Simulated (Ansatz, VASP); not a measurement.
## Two plane-wave programs on C

POSCAR

```
C
1.0
    0.0296687357      1.8097928780      1.8097928780
    1.8097928780      0.0296687357      1.8097928780
    1.8097928780      1.8097928780      0.0296687357
C
2
Direct
   -0.0000102659     -0.0000102659     -0.0000102659
    0.2500102659      0.2500102659      0.2500102659
```

The input INCAR.step1:

```
SYSTEM = C
PREC = Accurate ; ENCUT = 520
ISMEAR = 0 ; SIGMA = 0.01
LREAL = .FALSE. ; LASPH = .TRUE.
NELM = 60 ; NBANDS = 11
GGA = PE ; ALGO = Normal
EDIFF = 1E-4 ; LWAVE = .TRUE.
LCHARG = .FALSE.
```

INCAR.step2

```
SYSTEM = C
PREC = Accurate ; ENCUT = 520
EDIFF = 1E-7 ; ISMEAR = 0
SIGMA = 0.01 ; LREAL = .FALSE.
LASPH = .TRUE. ; NELM = 60
ALGO = Normal ; ISIF = 2
LWAVE = .FALSE. ; LCHARG = .FALSE.
METAGGA = R2SCAN ; LMIXTAU = .TRUE.
NBANDS = 11 ; ISTART = 1
```

The input KPOINTS:

```
Automatic mesh
0
G
  12 12 12
  0 0 0
```

Input for Ansatz:

```yaml
crystal:
  lattice:
    - [0.0296687357, 1.809792878, 1.809792878]
    - [1.809792878, 0.0296687357, 1.809792878]
    - [1.809792878, 1.809792878, 0.0296687357]
  atoms:
    - { symbol: C, position: [-1.02659e-05, -1.02659e-05, -1.02659e-05] }
    - { symbol: C, position: [0.2500102659, 0.2500102659, 0.2500102659] }
kpoints:
  mp_grid: { grid: [12, 12, 12] }
  band_path:
    path:
      - [0.0, 0.0, 0.0]
      - [0.5, 0.0, 0.5]
      - [0.625, 0.25, 0.625]
      - [0.375, 0.375, 0.75]
      - [0.5, 0.5, 0.5]
      - [0.5, 0.25, 0.75]
      - [0.35, 0.0, 0.35]
    npoints: 1
hamiltonian:
  xc: r2scan
scf:
  occupations: { method: fixed }
  n_extra_bands: 4
output:
  forces: true
  stress: true
  eigenvalues: true
```

Change from the starting cell: shear_111 strain +2.5%.

Alike in both runs: task single point; functional r2SCAN; k mesh 12 × 12 × 12; no spin polarisation.

|  | VASP | Ansatz |
| --- | --- | --- |
| version | VASP 6.6.1 | Ansatz 0.2.0 |
| potentials or method | VASP PAW PBE potentials, release 64 (C) | plane waves, PAW |
| plane-wave cutoff (eV) | 520 | 500 |
| occupations | gaussian, width 0.01 eV | fixed |
| valence electrons in the cell | 8 | 8 |

Ansatz gave:

* gap on the k mesh at the Fermi level (eV): 4.31
* pressure (GPa): -10.3
* largest component of the traceless stress (GPa): 8.98
* rms of the force components (eV/Å): 0.003

Q: Estimate VASP's values.

A: gap on the k mesh at the Fermi level (eV): 4.28; pressure (GPa): -9.3; largest component of the traceless stress (GPa): 9.04; rms of the force components (eV/Å): 0.003.

Atom by atom the forces differ by 0.006 eV/Å (rms over components).

Caveats: the PAW data sets were made with another functional, which shifts forces and pressure a little (VASP).
